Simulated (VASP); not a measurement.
# V (P6_3/mmc) in VASP: further runs

Runs on V. Level: PBE. Tasks: single point, relaxation of cell and atoms.

All numbers are computed with VASP 6.6.1; they aren't measurements. Logs are shortened: lines on timing, memory, paths and dates and some standing lists are left out, and cuts for length are marked.

### 1 The structure

Symmetry: P6_3/mmc, No. 194, hexagonal system. The conventional cell has a = 2.784 Å, b = 2.784 Å, c = 8.318 Å, α = 90.00°, β = 90.00°, γ = 120.00°. V (site symmetry 3m) is surrounded by 1 V at 2.18 Å.

The cell was built by a generator and needn't be a form met in nature.

### 2 Single point, PBE

Contents of INCAR:

```
PREC = Accurate
ENCUT = 520
EDIFF = 1E-7
ISMEAR = 0
SIGMA = 0.1
LREAL = False
LASPH = True
NELM = 100
ALGO = Normal
ISIF = 2
LWAVE = False
LCHARG = False
GGA = PE
NBANDS = 34
```

Contents of KPOINTS:

```
regular mesh
0
Gamma
  6 6 4
```

Contents of POSCAR:

```
V
1.0
    2.7835422753      0.0000000000      0.0000000000
   -1.3917711376      2.4106183229      0.0000000000
    0.0000000000      0.0000000000      8.3180112827
V
4
Direct
    0.3333333333      0.6666666667      0.3810411061
    0.6666666667      0.3333333333      0.8810411061
    0.6666666667      0.3333333333      0.6189588939
    0.3333333333      0.6666666667      0.1189588939
```

Potentials or basis: VASP PAW PBE potentials, release 64 (V_sv).

Command:

```console
$ cat potpaw_PBE.64/V_sv/POTCAR > POTCAR
$ mpirun -np 1 vasp_std > vasp.out
```

OUTCAR:

```text
PREC = Accurate
   ENCUT = 520
   EDIFF = 1E-7
   ISMEAR = 0
   LREAL = False
   LASPH = True
   NELM = 100
   ISIF = 2
   GGA = PE

 ion  position               nearest neighbor table
   1  0.333  0.667  0.381-   4 2.18   3 2.55   3 2.55   3 2.55
   2  0.667  0.333  0.881-   3 2.18   4 2.55   4 2.55   4 2.55
   3  0.667  0.333  0.619-   2 2.18   1 2.55   1 2.55   1 2.55
   4  0.333  0.667  0.119-   1 2.18   2 2.55   2 2.55   2 2.55

  LATTYP: Found a hexagonal cell.
 ALAT       =     2.7835422753
 C/A-ratio  =     2.9882827204

  Lattice vectors:

 A1 = (   2.7835422753,   0.0000000000,   0.0000000000)
 A2 = (  -1.3917711376,   2.4106183229,   0.0000000000)
 A3 = (   0.0000000000,   0.0000000000,   8.3180112827)

Analysis of symmetry for initial positions (statically):
=====================================================================
 Subroutine PRICEL returns:
 Original cell was already a primitive cell.

 Routine SETGRP: Setting up the symmetry group for a
 hexagonal supercell.

 Subroutine GETGRP returns: Found 24 space group operations
 (whereof 12 operations were pure point group operations)
 out of a pool of 24 trial point group operations.

The static configuration has the point symmetry D_3d.
 The point group associated with its full space group is D_6h.

Analysis of symmetry for dynamics (positions and initial velocities):
=====================================================================
 Subroutine PRICEL returns:
 Original cell was already a primitive cell.

 Routine SETGRP: Setting up the symmetry group for a
 hexagonal supercell.

 Subroutine GETGRP returns: Found 24 space group operations
 (whereof 12 operations were pure point group operations)
 out of a pool of 24 trial point group operations.

The dynamic configuration has the point symmetry D_3d.
 The point group associated with its full space group is D_6h.

 Subroutine INISYM returns: Found 24 space group operations
 (whereof 12 operations are pure point group operations),
 and found     1 'primitive' translations

----------------------------------------------------------------------------------------

                                     Primitive cell

  volume of cell :      55.8143

  direct lattice vectors                    reciprocal lattice vectors
     2.783542275  0.000000000  0.000000000     0.359254468  0.207415664  0.000000000
    -1.391771138  2.410618323  0.000000000     0.000000000  0.414831328  0.000000000
     0.000000000  0.000000000  8.318011283     0.000000000  0.000000000  0.120221044

  length of vectors
     2.783542275  2.783542275  8.318011283     0.414831328  0.414831328  0.120221044

  position of ions in fractional coordinates (direct lattice)
     0.333333333  0.666666667  0.381041106
     0.666666667  0.333333333  0.881041106
     0.666666667  0.333333333  0.618958894
     0.333333333  0.666666667  0.118958894

  ion indices of the primitive-cell ions
   primitive index   ion index
                 1           1
                 2           2
                 3           3
                 4           4

----------------------------------------------------------------------------------------

 KPOINTS: regular mesh

Automatic generation of k-mesh.
 Grid dimensions read from file:
 generate k-points for:    6    6    4

 Generating k-lattice:

  Cartesian coordinates                     Fractional coordinates (reciprocal lattice)
     0.059875745  0.034569277  0.000000000     0.166666667 -0.000000000  0.000000000
     0.000000000  0.069138555  0.000000000     0.000000000  0.166666667  0.000000000
     0.000000000  0.000000000  0.030055261     0.000000000  0.000000000  0.250000000

  Length of vectors
     0.069138555  0.069138555  0.030055261

  Shift w.r.t. Gamma in fractional coordinates (k-lattice)
     0.000000000  0.000000000  0.000000000

 Subroutine IBZKPT returns following result:
 ===========================================

 Found     21 irreducible k-points:

 Following reciprocal coordinates:
            Coordinates               Weight
  0.000000  0.000000  0.000000      1.000000
  0.166667  0.000000  0.000000      6.000000
  0.333333  0.000000  0.000000      6.000000
  0.500000  0.000000  0.000000      3.000000
  0.166667  0.166667  0.000000      6.000000
  0.333333  0.166667  0.000000     12.000000
[... 13 lines left out ...]
  0.333333  0.166667  0.500000     12.000000
  0.333333  0.333333  0.500000      2.000000
   k-points           NKPTS =     21   k-points in BZ     NKDIM =     21   number of bands    NBANDS=     34
   number of dos      NEDOS =    301   number of ions     NIONS =      4
   total plane-waves  NPLWV =  36864
   dimension x,y,z NGX =    24 NGY =   24 NGZ =   64
   dimension x,y,z NGXF=    48 NGYF=   48 NGZF=  128
   ions per type =               4
   NGX,Y,Z   is equivalent  to a cutoff of  14.33, 14.33, 12.79 a.u.
   NGXF,Y,Z  is equivalent  to a cutoff of  28.67, 28.67, 25.58 a.u.
 SYSTEM =  unknown system
   PREC   = accura    normal or accurate (medium, high low for compatibility)
   ISTART =      0    job   : 0-new  1-cont  2-samecut
   ICHARG =      2    charge: 1-file 2-atom 10-const
   ISPIN  =      1    spin polarized calculation?
   LNONCOLLINEAR =      F non collinear calculations
   LSORBIT =      F    spin-orbit coupling
   LASPH  =      T    aspherical Exc in radial PAW
   ENCUT  =  520.0 eV  38.22 Ry    6.18 a.u.   5.18  5.18 15.47*2*pi/ulx,y,z
   NELM   =    100;   NELMIN=  2; NELMDL= -5     # of ELM steps
   EDIFF  = 0.1E-06   stopping-criterion for ELM
   LREAL  =      F    real-space projection
   EDIFFG = 0.1E-05   stopping-criterion for IOM
   NSW    =      0    number of steps for IOM
   IBRION =     -1    ionic relax: 0-MD 1-quasi-New 2-CG
   NFREE  =      0    steps in history (QN), initial steepest desc. (CG)
   ISIF   =      2    stress and relaxation
   ISYM   =      2    0-nonsym 1-usesym 2-fastsym
   POTIM  = 0.5000    time-step for ionic-motion
   TEBEG  =    0.0;   TEEND  =   0.0 temperature during run
   PSTRESS=    0.0 pullay stress
   NELECT =      52.0000    total number of electrons
   NUPDOWN=      -1.0000    fix difference up-down
   EMIN   =  10.00;   EMAX   =-10.00  energy-range for DOS
   EFERMI =   0.00;   METHOD = LEGACY
   ISMEAR =     0;   SIGMA  =   0.10  broadening in eV -4-tet -1-fermi 0-gaus
   EFERMI_NEDOS =   21; number of points for ismear=-14 and -15
   IALGO  =     38    algorithm
   IMIX   =      4    mixing-type and parameters
     AMIX     =   0.40;   BMIX     =  1.00
     AMIX_MAG =   1.60;   BMIX_MAG =  1.00
  volume/ion in A,a.u.               =      13.95        94.16
  Fermi-wavevector in a.u.,A,eV,Ry     =   1.598922  3.021525 34.784008  2.556552
  Thomas-Fermi vector in A             =   2.696296
   LORBIT       =      0    0 simple, 1 ext, 2 COOP (PROOUT), +10 PAW based schemes
   GGA     = PE    functional components
   LHFCALC =     F    Hartree Fock is set to
   AEXX    =    0.0000 exact exchange contribution
   IVDW    =     0    specifies the selected vdW correction
   LEPSILON=     F    determine dielectric tensor
   LRPA    =     F    only Hartree local field effects (RPA)
 non-spin polarized calculation
 Gauss-broadening in eV      SIGMA  =   0.10
  energy-cutoff  :      520.00
  volume of cell :       55.81
 maximum number of plane-waves:      1522
 NGX is ok and might be reduce to    24
   NGX = 11   NGY = 11   NGZ = 31

 number of electron      51.9999992 magnetization

 Free energy of the ion-electron system (eV)
  ---------------------------------------------------
  ext. energy  EPLUGINS =         0.00000000
  ---------------------------------------------------
  free energy    TOTEN  =       -34.34994504 eV

  energy without entropy =      -34.33597595  energy(sigma->0) =      -34.34296049

 E-fermi :   9.6931     XC(G=0): -12.6449

 val. band max:        9.6432262546   @ k =   0.1667   0.0000   0.0000
 cond. band min:       9.7081213652   @ k =   0.0000   0.0000   0.5000
 fundamental gap:      0.0648951106
 Fermi energy:         9.6931107102

 k-point     1 :       0.0000    0.0000    0.0000
  band No.  band energies     occupation
      1     -54.5087      2.00000
      2     -54.3607      2.00000
      3     -54.2547      2.00000
      4     -54.0997      2.00000
      5     -29.1164      2.00000
      6     -28.5447      2.00000
[... 26 lines left out ...]
     33      11.1906      0.00000
     34      11.1907      0.00000

 k-point     2 :       0.1667    0.0000    0.0000
  band No.  band energies     occupation
      1     -54.4805      2.00000
      2     -54.3499      2.00000
      3     -54.2274      2.00000
      4     -54.0907      2.00000
      5     -29.0696      2.00000
      6     -28.5825      2.00000
[... 26 lines left out ...]
     33      10.6841      0.00000
     34      11.3420      0.00000

 k-point     3 :       0.3333    0.0000    0.0000
  band No.  band energies     occupation
      1     -54.4185      2.00000
      2     -54.3333      2.00000
      3     -54.1671      2.00000
      4     -54.0779      2.00000
      5     -28.9691      2.00000
      6     -28.6982      2.00000
[... 26 lines left out ...]
     33      11.7744      0.00000
     34      11.8161      0.00000
[... 593 lines left out ...]
 k-point    20 :       0.3333    0.1667    0.5000
  band No.  band energies     occupation
      1     -54.3587      2.00000
      2     -54.3587      2.00000
      3     -54.1016      2.00000
      4     -54.1016      2.00000
      5     -28.8116      2.00000
      6     -28.8116      2.00000
[... 26 lines left out ...]
     33      12.0637      0.00000
     34      12.0637      0.00000

 k-point    21 :       0.3333    0.3333    0.5000
  band No.  band energies     occupation
      1     -54.3463      2.00000
      2     -54.3463      2.00000
      3     -54.0949      2.00000
      4     -54.0949      2.00000
      5     -28.7963      2.00000
      6     -28.7963      2.00000
[... 26 lines left out ...]
     33      12.0382      0.00000
     34      12.0382      0.00000

------------------------ aborting loop because EDIFF is reached ----------------------------------------

  FORCE on cell =-STRESS in cart. coord.  units (eV):
  Direction    XX          YY          ZZ          XY          YZ          ZX
  --------------------------------------------------------------------------------------
  -------------------------------------------------------------------------------------
  Total        0.0335835      0.0335835      0.5265582      0.0000000      0.0000000      0.0000000
  in kB        0.9640317      0.9640317     15.1151048      0.0000000      0.0000000      0.0000000
  external PRESSURE =       5.6810561 kB  Pullay stress =       0.0000000 kB

 VOLUME and BASIS-vectors are now :
 -----------------------------------------------------------------------------
  energy-cutoff  :      520.00
  volume of cell :       55.81
      direct lattice vectors                 reciprocal lattice vectors
     2.783542275  0.000000000  0.000000000     0.359254468  0.207415664  0.000000000
    -1.391771138  2.410618323  0.000000000     0.000000000  0.414831328  0.000000000
     0.000000000  0.000000000  8.318011283     0.000000000  0.000000000  0.120221044

 POSITION                                       TOTAL-FORCE (eV/Angst)
 -----------------------------------------------------------------------------------
     -0.00000      1.60708      3.16950        -0.000000      0.000000      0.097553
      1.39177      0.80354      7.32851         0.000000     -0.000000      0.097553
      1.39177      0.80354      5.14851         0.000000      0.000000     -0.097553
     -0.00000      1.60708      0.98950        -0.000000      0.000000     -0.097553
 -----------------------------------------------------------------------------------
    total drift:                                0.000000     -0.000000      0.000000

  FREE ENERGIE OF THE ION-ELECTRON SYSTEM (eV)
  ---------------------------------------------------
  free  energy   TOTEN  =       -34.3499450390 eV

  energy  without entropy=      -34.3359759481  energy(sigma->0) =      -34.34296049
```

It took 16 s on 1 thread of Intel Xeon 6975P-C (Granite Rapids), shared host; peak memory 0.18 GiB.

What came out:

```
Free energy            : -34.3499 eV
Pressure               : 0.6 GPa
Largest force          : 0.098 eV/Å
Band gap on the k mesh : none (metal or under the smearing width)
```

Forces in eV/Å, atoms in the order of the input:
```
V    0.000  0.000  0.098
V    0.000  0.000  0.098
V    0.000  0.000 -0.098
V    0.000  0.000 -0.098
```

Stress tensor (GPa, compression positive):
```
0.10 0.00 0.00
0.00 0.10 0.00
0.00 0.00 1.51
```

Levels at points of the mesh, in eV from the Fermi level:
```
           k point  band 24  band 25  band 26  band 27  band 28  band 29
(0.00, 0.00, 0.00)    -0.38    -0.32    -0.32     0.31     0.31     0.53
(0.50, 0.00, 0.00)    -1.22    -0.76    -0.65     1.03     1.03     1.21
(0.00, 0.00, 0.50)    -0.13    -0.13    -0.13     0.01     0.01     0.01
(0.50, 0.00, 0.50)    -1.11    -0.28    -0.28     0.41     0.41     1.88
```

Caveat: the k mesh is coarse (spacing up to 0.43 Å⁻¹), so the values aren't converged.

### 3 Relaxation of cell and atoms, PBE

This run uses another cell than the first one, of 14.11 Å³/atom, 1.011 times its volume.

Contents of INCAR:

```
SYSTEM = V
PREC = Accurate ; ENCUT = 600
EDIFF = 1E-6 ; ISMEAR = 0
SIGMA = 0.1 ; LREAL = .False.
LASPH = .True. ; NELM = 100
ALGO = Fast ; ISIF = 3
LWAVE = .False. ; LCHARG = .False.
GGA = PE ; IBRION = 2
NSW = 90 ; EDIFFG = -0.04
```

Contents of KPOINTS:

```
Automatic mesh
0
Gamma
  6 6 4
  0 0 0
```

Contents of POSCAR:

```
V
1.0
    3.4057518926      0.0000000000      0.0000000000
   -1.7028759463      2.9494676580      0.0000000000
    0.0000000000      0.0000000000      5.6194906228
V
4
Direct
    0.3333333333      0.6666666667      0.4375000000
    0.6666666667      0.3333333333      0.9375000000
    0.6666666667      0.3333333333      0.5625000000
    0.3333333333      0.6666666667      0.0625000000
```

Potentials or basis: VASP PAW PBE potentials, release 64 (V_sv).

Command:

```console
$ cat potpaw_PBE.64/V_sv/POTCAR > POTCAR
$ mpirun -np 1 vasp_std > vasp.out
```

OUTCAR:

```text
SYSTEM = V
   PREC = Accurate
   ENCUT = 600
   EDIFF = 1E-6
   ISMEAR = 0
   LREAL = .False.
   LASPH = .True.
   NELM = 100
   ISIF = 3
   GGA = PE
   IBRION = 2
   NSW = 90
   EDIFFG = -0.04

 ion  position               nearest neighbor table
   1  0.333  0.667  0.438-   3 2.09   3 2.09   3 2.09   4 2.11
   2  0.667  0.333  0.938-   4 2.09   4 2.09   4 2.09   3 2.11
   3  0.667  0.333  0.562-   1 2.09   1 2.09   1 2.09   2 2.11
   4  0.333  0.667  0.062-   2 2.09   2 2.09   2 2.09   1 2.11

  LATTYP: Found a hexagonal cell.
 ALAT       =     3.4057518926
 C/A-ratio  =     1.6500000000

  Lattice vectors:

 A1 = (   3.4057518926,   0.0000000000,   0.0000000000)
 A2 = (  -1.7028759463,   2.9494676580,   0.0000000000)
 A3 = (   0.0000000000,   0.0000000000,   5.6194906228)

Analysis of symmetry for initial positions (statically):
[... 1009 lines left out ...]
     30      11.3183      0.00000
     31      12.1522      0.00000

[... ionic steps 4 to 46 ...]

--------------------------------------- Ionic step       47  -------------------------------------------

 number of electron      51.9999997 magnetization

------------------------ aborting loop because EDIFF is reached ----------------------------------------
[... 71 lines left out ...]
--------------------------------------- Ionic step       49  -------------------------------------------

 number of electron      51.9999996 magnetization

 Free energy of the ion-electron system (eV)
  ---------------------------------------------------
  ext. energy  EPLUGINS =         0.00000000
  ---------------------------------------------------
  free energy    TOTEN  =       -34.29299121 eV

  energy without entropy =      -34.27934622  energy(sigma->0) =      -34.28616872

 E-fermi :   9.7001     XC(G=0): -12.6471

 val. band max:        9.6558897491   @ k =   0.1667  -0.0000   0.0000
 cond. band min:       9.7048883033   @ k =   0.0000   0.0000   0.5000
 fundamental gap:      0.0489985542
 Fermi energy:         9.7000885379

 k-point     1 :       0.0000    0.0000    0.0000
  band No.  band energies     occupation
      1     -54.4942      2.00000
      2     -54.3421      2.00000
      3     -54.2463      2.00000
      4     -54.0870      2.00000
      5     -29.1042      2.00000
      6     -28.5234      2.00000
[... 734 lines left out ...]
  FREE ENERGIE OF THE ION-ELECTRON SYSTEM (eV)
  ---------------------------------------------------
  free  energy   TOTEN  =       -34.2929912137 eV

  energy  without entropy=      -34.2793462167  energy(sigma->0) =      -34.28616872

 reached required accuracy - stopping structural energy minimisation
```

CONTCAR:

```text
V
   1.00000000000000
     2.7840145075697209    0.0000000000000000   -0.0000000000000000
    -1.3920072537848605    2.4110272880687638   -0.0000000000000000
     0.0000000000000000    0.0000000000000000    8.3118553482139816
  V
     4
Direct
     0.3333333332999970    0.6666666667000030    0.3814316567880059
     0.6666666667000030    0.3333333332999970    0.8814316567880054
     0.6666666667000030    0.3333333332999970    0.6185683432119946
     0.3333333332999970    0.6666666667000030    0.1185683432119942

  0.00000000E+00  0.00000000E+00  0.00000000E+00
  0.00000000E+00  0.00000000E+00  0.00000000E+00
  0.00000000E+00  0.00000000E+00  0.00000000E+00
  0.00000000E+00  0.00000000E+00  0.00000000E+00
```

Wall time 17 min (1 thread of Intel Xeon 6975P-C (Granite Rapids), shared host); peak memory 0.21 GiB.

What came out:

| Item | Value |
| --- | --- |
| Free energy | -34.2930 eV |
| Relaxed volume | 13.95 Å³/atom |
| Relaxed cell | a = 2.784 Å, b = 2.784 Å, c = 8.312 Å, α = 90.00°, β = 90.00°, γ = 120.00° |
| Space group after relaxing (to 0.05 Å) | P6_3/mmc (No. 194) |
| Energy gained by relaxing | 2301.7 meV/atom |
| Ionic steps | 49 |
| Pressure after relaxing | 0.2 GPa |
| Largest force after relaxing | 0.013 eV/Å |
| Band gap on the k mesh | none (metal or under the smearing width) |

Forces on the atoms (eV/Å):
```
V    0.000  0.000  0.013
V    0.000  0.000  0.013
V    0.000  0.000 -0.013
V    0.000  0.000 -0.013
```

Step by step:
```csv
step,energy change (eV),largest force (eV/Å),pressure (GPa),volume (Å³)
1,0.0000,0.8428,30.33,56.45
3,-1.4729,0.4905,0.07,74.67
5,-1.5403,0.9271,-0.76,75.05
7,0.7509,10.6414,31.24,72.16
9,-1.4409,2.2686,8.92,73.11
11,-1.7709,0.3862,1.72,73.86
13,-1.7872,0.0180,2.74,73.79
15,-1.8772,0.0697,2.43,74.06
17,-2.4127,0.0724,1.24,75.20
19,-4.3545,4.1262,-0.75,78.56
21,-3.4003,9.5740,10.03,78.93
23,-3.4691,9.1078,9.26,78.88
25,-3.5643,9.2910,8.71,79.34
27,-3.6716,10.3700,8.07,81.00
29,-4.2496,8.3281,3.22,81.32
31,-5.5850,1.9813,-13.28,82.66
33,-5.7004,0.5569,-18.01,83.19
35,-6.0961,0.7590,-17.45,79.99
37,-7.6081,2.0057,-10.33,66.54
39,-8.2182,3.6394,5.53,56.74
41,-8.7726,0.5562,22.71,50.22
43,-9.0005,0.9961,13.61,52.10
45,-9.1935,0.3606,-2.28,56.58
47,-9.2023,0.2574,-0.67,56.03
49,-9.2070,0.0130,0.24,55.79
```

Final structure:
```xyz
4
Lattice="2.7840 0.0000 0.0000 -1.3920 2.4110 0.0000 0.0000 0.0000 8.3119" Properties=species:S:1:pos:R:3 pbc="T T T"
V     0.0000    1.6074    3.1704
V     1.3920    0.8037    7.3263
V     1.3920    0.8037    5.1415
V     0.0000    1.6074    0.9855
```

(Continued in part 2 of 2.)
